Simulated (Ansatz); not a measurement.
**What LaN (model cell, started as CsCl type) distorts into**

Wanted: the energy along a soft mode of LaN (model cell, started as CsCl type) and the structure at the end.

Method: DFT PBEsol, scalar-relativistic, plane waves, PAW, in Ansatz 0.2.0.

Most raw output is cut from this account.

The structure was built from a prototype and need not be the compound's stable phase.

### Step 1. The structure

The structure is cubic, space group Pm-3m (No. 221). The conventional cell has a = 3.124 Å, b = 3.124 Å, c = 3.124 Å, α = 90.00°, β = 90.00°, γ = 90.00°. Nearest to La lie 8 N at 2.71 Å. Nearest to N lie 8 La at 2.71 Å. Farther neighbours and most contacts between anions are not listed.

### Step 2. Phonons on a q mesh

The cell comes from relaxations at this level that are not shown. Stability and thermal properties need the whole zone. Linear response on a 4×4×4 q mesh gives force constants as far as a supercell of that size would.

input.yaml reads:

```yaml
crystal:
  lattice:
    - [3.1239275038, 0.0, 0.0]
    - [0.0, 3.1239275038, 0.0]
    - [0.0, 0.0, 3.1239275038]
  atoms:
    - { symbol: La, position: [0.0, 0.0, 0.0] }
    - { symbol: "N", position: [0.5, 0.5, 0.5] }
kpoints:
  mp_grid: { grid: [12, 12, 12] }
hamiltonian:
  xc: pbesol
scf:
  occupations: { method: methfessel_paxton, width: 0.15 }
output:
  eigenvalues: true
phonons:
  method: dfpt
  qmesh: [4, 4, 4]
  temperatures: { t_max: 1000, t_step: 50 }
  qpath:
    path:
      - [[0.0, 0.0, 0.0], [0.0, 0.5, 0.0], [0.5, 0.5, 0.0], [0.0, 0.0, 0.0], [0.5, 0.5, 0.5], [0.0, 0.5, 0.0]]
      - [[0.5, 0.5, 0.5], [0.5, 0.5, 0.0]]
    npoints: 10
```

On the command line:

```
> ansatz run input.yaml --threads 4 --pin off --max-ram 7168MiB --backend cpu --events-out ev --progress --plain --runs-dir out
```

The job ended after 4.6 min (4 threads of Arm Neoverse N1, shared host; peak memory 1.4 GiB; 18 min of CPU time).

This step gave:

- volume per atom: 15.24 Å³
- gap on the k-mesh: 0 eV
- sum-rule residual before enforcement: 3.47e-4 eV/Å²
- lowest frequency on the path: -287.4 cm⁻¹
- point group: m-3m
- highest frequency on the path or at a solved wavevector: 494.8 cm⁻¹
- highest optical mode at the zone centre (no LO-TO term): -287.4 cm⁻¹
- lowest optical zone-centre mode: -287.4 cm⁻¹
- lowest mode on the q mesh (acoustic modes at Γ apart): -287.4 cm⁻¹

Frequencies (cm⁻¹) solved at each irreducible wavevector; negative means imaginary. Frequencies by wavevector, by row:

```tsv
q in reciprocal lattice units	star	mode 1	mode 2	mode 3	mode 4	mode 5	mode 6
0 0 0	1	-287.4	-287.4	-287.4	0	0	0
0 0 0.25	6	-136.9	-136.9	42.7	42.7	130.9	403.7
0 0 -0.5	3	-105.1	-105.1	161.5	163.8	163.8	494.8
0 0.25 0.25	12	-116.7	22.7	92.9	109.5	270.2	413.5
0 0.25 -0.5	12	-118.4	73.8	94.6	148.2	304.6	441.7
0 -0.5 -0.5	3	-126	-95.4	132.9	132.9	371.6	371.6
0.25 0.25 0.25	8	74.6	81.2	81.2	293.2	293.2	380.6
0.25 0.25 -0.5	12	27.5	69.7	132.1	276.9	320.8	411
0.25 -0.5 -0.5	6	29	117.2	117.2	291.8	378.8	378.8
-0.5 -0.5 -0.5	1	105.9	105.9	105.9	395.5	395.5	395.5
```

Interpolated from a 4×4×4 q mesh. Phonon branches along the path, in cm⁻¹:

```tsv
point	branch 1	branch 2	branch 3	branch 4	branch 5	branch 6
Γ	-287	-287	-287	0	0	0
halfway	-137	-137	43	43	131	404
X	-105	-105	162	164	164	495
halfway	-118	74	95	148	305	442
M	-126	-95	133	133	372	372
halfway	-117	23	93	110	270	414
Γ	-287	-287	-287	0	0	0
halfway	75	81	81	293	293	381
R	106	106	106	396	396	396
halfway	28	70	132	277	321	411
X	-105	-105	162	164	164	495
jump to R	106	106	106	396	396	396
halfway	29	117	117	292	379	379
M	-126	-95	133	133	372	372
```

Symmetry leaves 10 wavevectors to solve. The lowest mode among them, the acoustic zeros apart, lies at Γ and is imaginary, 287.4i cm⁻¹, so the energy falls along it.

### Step 3. The mode frozen in, largest atomic shift 0 Å

The mode followed lies at Γ with frequency 287.4i cm⁻¹ and is 3-fold degenerate, the softest among the wavevectors solved. At small amplitude the distorted cell has space group no. 160 by a symmetry search on the positions. The undistorted cell that holds it gives the zero of energy on the same k mesh.

input.yaml, the sections that differ from step 2:

```yaml
output:
  forces: true
  stress: true
  eigenvalues: true
# crystal, kpoints, hamiltonian, scf: as in step 2
# phonons: removed
```

Run time: 1.2 s. Hardware: 4 threads; peak memory 0.33 GiB.

Numbers from this step:

* pressure: 0.005674 GPa
* energy from the undistorted cell: 0 meV/atom

The run ends at a pressure of 0.01 GPa.

### Step 4. The mode frozen in, largest atomic shift 0.32 Å

The atoms are moved along the unstable eigenvector, the largest shift by 0.32 Å, with the cell fixed.

input.yaml, the sections that differ from step 3:

```yaml
crystal:
  lattice:
    - [3.1239275038, 0.0, 0.0]
    - [0.0, 3.1239275038, 0.0]
    - [0.0, 0.0, 3.1239275038]
  atoms:
    - { symbol: La, position: [-0.005963678, 0.005963678, 0.005963678] }
    - { symbol: "N", position: [0.5591409647, 0.4408590353, 0.4408590353] }
# kpoints, hamiltonian, scf, output: as in step 3
```

It took 3.2 s on 4 threads; peak memory 0.4 GiB.

This step gave:

* pressure: 4.455 GPa
* gap on the k-mesh: 0.4002 eV
* energy from the undistorted cell: -33.71 meV/atom

The energy, extrapolated to zero smearing, is -33.71 meV/atom against the undistorted cell.

The run ends at a pressure of 4.45 GPa, with forces up to 0.037 eV/Å.

### Step 5. Energy along the mode, all amplitudes (two of the runs are shown above)

An imaginary frequency means negative curvature, so the energy should fall and then rise again as anharmonic terms take over.

Numbers from this step:

```
depth at the lowest point sampled  : 33.71 meV/atom
largest atomic shift at that point : 0.32 Å
```

Energy from the parent against largest atomic shift:

```tsv
largest atomic shift (Å)	energy from the parent (meV/atom)
0.000	0
0.040	-1.80
0.080	-6.36
0.140	-15.5
0.220	-27.5
0.320	-33.7
0.450	-8.51
0.600	113
```

Displacement at unit largest shift by atom:

```tsv
atom	x (Å)	y (Å)	z (Å)	size
La1	-0.058	0.058	0.058	0.100
N2	0.577	-0.577	-0.577	0.999
```

The lowest of the steps tried is at 0.32 Å, 33.7 meV/atom below the parent; the bottom of the well need not coincide with a step.

### Step 6. Relaxation from the frozen mode

Starting from the lowest point found, all atoms and the cell are let go, so that strain and other modes of the same symmetry can join in.

Changes to input.yaml since step 4:

```diff
@@ -18 +18,6 @@
   eigenvalues: true
+relax:
+  adjacent_minimum: "off"
+  f_tol: 0.002
+  max_steps: 120
+  cell: { stress_tol: 0.03 }
```

Wall time 2.5 min (4 threads); peak memory 0.45 GiB.

Relaxation path (22 of 31):

```tsv
step	energy less that of the first step (eV)	largest force component (eV/Å)	pressure (GPa)	volume (Å³)
1	0.0000	0.0212	4.45	30.49
2	-0.0045	0.1638	-5.09	33.29
4	-0.0966	0.0315	1.75	32.27
5	-0.1395	0.1772	5.08	32.31
7	-0.2102	0.1592	0.52	34.40
8	-0.2483	0.1944	0.77	33.83
10	-0.3045	0.0803	-1.18	33.72
11	-0.3282	0.0053	2.14	32.83
12	-0.3319	0.0079	0.29	33.30
14	-0.3319	0.0001	0.00	33.36
15*	-0.5025	0.0231	4.06	33.36
17	-0.6555	0.0351	2.57	34.53
18	-0.7280	0.0279	2.24	34.92
20	-0.8473	0.0215	1.60	35.48
21	-0.8719	0.0181	0.07	35.85
22	-0.8730	0.0071	-0.15	35.94
24	-0.8732	0.0002	0.00	35.89
25*	-0.9459	0.0007	1.66	35.89
27	-0.9629	0.0016	0.02	36.42
28	-0.9629	0.0002	0.00	36.43
30	-0.9644	0.0003	0.01	36.44
31*	-0.9644	0.0003	0.01	36.44
```

Relaxation steps marked * repeat the geometry before them on a plane-wave basis chosen anew for their cell, so energy and pressure can jump there. Other such steps can lie between the rows shown. Relaxation step 9 was tried and not accepted.

Forces are held to the 6 operations that the run works with; a distortion that breaks them can't arise in this run.

```tsv
cell as run	before	after	change
a (Å)	3.124	3.717	+19.0 %
b (Å)	3.124	3.717	+19.0 %
c (Å)	3.124	3.717	+19.0 %
α (°)	90.00	60.16	-33.2 %
β (°)	90.00	119.84	+33.2 %
γ (°)	90.00	119.84	+33.2 %
volume (Å³/atom)	15.24	18.22	+19.5 %
```

The atoms that moved most (Å, as changes of fractional coordinates times the final cell):

```tsv
atom	dx	dy	dz	length
La1	0.098	-0.098	-0.098	0.170
N2	-0.098	0.098	0.098	0.170
```

The relaxed structure:

```
La N
1.0
     3.50628   -0.87168   -0.87168
    -0.87168    3.50628    0.87168
    -0.87168    0.87168    3.50628
La N
1 1
Direct
  0.01270 0.98730 0.98730
  0.54048 0.45952 0.45952
```

This step gave:

```yaml
pressure: 0.009477 GPa
volume_per_atom: 18.22 Å³
gap_on_the_k_mesh: 0.6950 eV
```

The distorted start has space group R3m; the relaxation ends in R3m.

### Step 7. The new phase in its own primitive cell

The relaxed structure is symmetrised, reduced to its primitive cell and relaxed tightly, as its phonons need.

input.yaml reads:

```yaml
crystal:
  lattice:
    - [1.8629480713, 1.0755735704, 3.0308777052]
    - [-1.8629480713, 1.0755735704, 3.0308777052]
    - [0.0, -2.1511471409, 3.0308777052]
  atoms:
    - { symbol: La, position: [0.0126987069, 0.0126987069, 0.0126987069] }
    - { symbol: "N", position: [0.5404785798, 0.5404785798, 0.5404785798] }
kpoints:
  mp_grid: { grid: [9, 9, 9] }
hamiltonian:
  xc: pbesol
scf:
  occupations: { method: fixed }
output:
  forces: true
  stress: true
  eigenvalues: true
relax:
  adjacent_minimum: "off"
  f_tol: 0.001
  max_steps: 60
  cell: { stress_tol: 0.01 }
```

It took 8.9 s on 4 threads; peak memory 0.39 GiB; 33 s of CPU time.

Little changed from the start: no atom moved by 0.005 Å and no cell edge by 0.1 %.

Numbers from this step:

```
pressure           : 1.55e-4 GPa
gap on the k-mesh  : 0.7746 eV
direct gap on mesh : 0.8001 eV
```

The largest force component left is 0.13 meV/Å and the pressure is 0.000 GPa, within the tolerances set. The cell now holds 18.22 Å³/atom.

### Step 8. Modes of the new phase, k-mesh 9×9×9, occupations fixed

A relaxed structure may still be a saddle point, so its zone-centre modes are computed. The response to a homogeneous field gives the Born charges and the dielectric tensor, and its change with displacement the Raman tensors.

input.yaml reads:

```yaml
crystal:
  lattice:
    - [1.8629824627, 1.0755934263, 3.0310213682]
    - [-1.8629824627, 1.0755934263, 3.0310213682]
    - [0.0, -2.1511868527, 3.0310213682]
  atoms:
    - { symbol: La, position: [0.0126947623, 0.0126947623, 0.0126947623] }
    - { symbol: "N", position: [0.5404825244, 0.5404825244, 0.5404825244] }
kpoints:
  mp_grid: { grid: [9, 9, 9] }
hamiltonian:
  xc: pbesol
scf:
  occupations: { method: fixed }
output:
  eigenvalues: true
phonons:
  method: dfpt
  dielectric: true
  rigid_motions: translations
  raman: true
```

The job ended after 2.8 min (4 threads; peak memory 1.1 GiB; 11 min of CPU time).

Numbers from this step:

```
sum-rule residual before enforcement                    : 2.36e-4 eV/Å²
miss of the charge sum rule                             : 0.001329 e
estimated error of the dielectric tensor                : 0.05245
estimated error of the Born charges                     : 0.03973 e
point group                                             : 3m
highest optical mode at the zone centre (no LO-TO term) : 205.3 cm⁻¹
lowest optical zone-centre mode                         : 182.7 cm⁻¹
mean high-frequency dielectric constant                 : 10.83
largest Born charge (third of the trace)                : 4.030 e
mean static dielectric constant                         : 59.81
top of the zone-centre spectrum with the field          : 449.4 cm⁻¹
```

Patterns of degenerate modes are one choice out of their space. The modes at Γ (shares of kinetic energy by element, %):

```tsv
mode	frequency (cm⁻¹)	symmetry	La %	N %
1	0.0	acoustic	91	9
2	0.0	acoustic	91	9
3	0.0	acoustic	91	9
4	182.7	E	9	91
5	182.7	E	9	91
6	205.3	A1	9	91
```

Displacements in mode 4 (182.7 cm⁻¹), the largest set to 1:
```
La1  0.00 -0.10  0.00
N2   0.00  1.00  0.00
```

Displacements in mode 6 (205.3 cm⁻¹), the largest set to 1:
```
La1  0.00  0.00 -0.10
N2   0.00  0.00  1.00
```

Optical modes at the zone centre, without and with the macroscopic field of the longitudinal modes; each column is sorted by frequency, so a row need not hold one and the same mode. Modes with and without the field, by row:

```tsv
rank among optical modes	no field (cm⁻¹)	q along (1, 0, 0) (cm⁻¹)	q along (0, 0, 1) (cm⁻¹)
1	182.7	182.7	182.7
2	182.7	205.3	182.7
3	205.3	449.4	427.4
```

Born charge (rows field, columns displacement) (e), principal values of the symmetric part by kind of site:

```tsv
atom	atoms with these values	low	middle	high	mean
La1	1	3.64	4.23	4.23	4.03
N2	1	-4.23	-4.23	-3.64	-4.03
```

In full for La1:

```
4.23 0.00 0.00
0.00 4.23 0.00
0.00 0.00 3.64
```

High-frequency dielectric tensor:

```
11.25  0.00  0.00
 0.00 11.25  0.00
 0.00  0.00  9.99
```

Static dielectric tensor (ions relaxed, fixed cell):

```
68.07  0.00  0.00
 0.00 68.07  0.00
 0.00  0.00 43.31
```

Transverse modes. Lines of the infrared spectrum (strongest = 100):

```tsv
position (cm⁻¹)	label	relative intensity
183	E	100
205	A1	37
```

Activity x (w_L - w)^4 (n + 1)/w, 532 nm, 300 K; the tensors are static ones, while 532 nm light lies above the computed direct gap, where resonance would change the heights; modes without the macroscopic field alone. Lines of the Raman spectrum (strongest = 100):

```tsv
position (cm⁻¹)	label	relative intensity
183	E	62
205	A1	100
```

Before it was imposed, the acoustic sum rule was missed by 2.4e-4 eV/Å² and the charge sum rule by 0.0013 e. Small misses are needed for a sound result but don't prove that mesh and cutoff are converged. The lowest optical mode is real, 183 cm⁻¹.

The log warns of the k mesh: “the force constants stand on the 9×9×9 k-mesh, whose period is 13.96 times the interband length at k = (0.0000, 0.4444, -0.4444), direct gap 0.800 eV, under 14: take them and everything formed from them as unconverged”.

### Step 9. Results

```json
{"unstable mode of the parent": "q = (0, 0, 0), 287i cm⁻¹", "depth at the lowest point sampled": "33.7 meV/atom", "largest atomic shift at that point": "0.32 Å", "space group reached (within 0.01 Å)": "R3m", "energy gained over the parent (first relaxation, on the mesh of the frozen mode)": "516 meV/atom", "volume per atom, phase reached": "18.2 Å³", "gap on the k-mesh, phase reached": "0.775 eV", "lowest optical zone-centre mode, phase reached": "183 cm⁻¹", "highest optical mode at the zone centre (no LO-TO term), phase reached": "205 cm⁻¹"}
```

**Reading.** Along this mode the structure falls into R3m, 516 meV/atom below the parent. At the parent's cell the well is 33.71 meV/atom deep on the steps tried, with its lowest point at a shift of 0.32 Å. Relaxing atoms and cell changes the gain by +482.18 meV/atom against the lowest step (energies at zero smearing). Most of the total comes from this relaxation. The new phase has no imaginary mode at the zone centre of its cell; other wavevectors were not checked. Of the 4 patterns followed to their end from this parent, this one reaches the lowest energy. Each path keeps the symmetry of its pattern, so a lower phase may lie along a pattern not tried. With the field response the log warns that the k mesh is coarse for the force constants too, so the frequencies may not be converged. With no gap, or one that is small against the smearing, the frequencies hang on the k mesh and the smearing, most of all near Kohn anomalies. A semilocal functional can close a gap that the real compound would have, so the metallic treatment may be an artefact of the level. Spin-orbit coupling is left out, which can matter for the heavy elements here. A phonon run warned that its eigensolver left some bands unconverged in a pass. The starting cell was built on a prototype and not taken from a measurement, so the phase need not exist.

[Logs are printed without paths, hosts, clocks, repeated set-up lines and the standing remarks that a program may print on its own settings, such as how far it seeks lower states.]

[Hosts, paths, dates, database ids (printed as entryN), source tags and the programs' standing remarks are cut or masked in the printed files.]
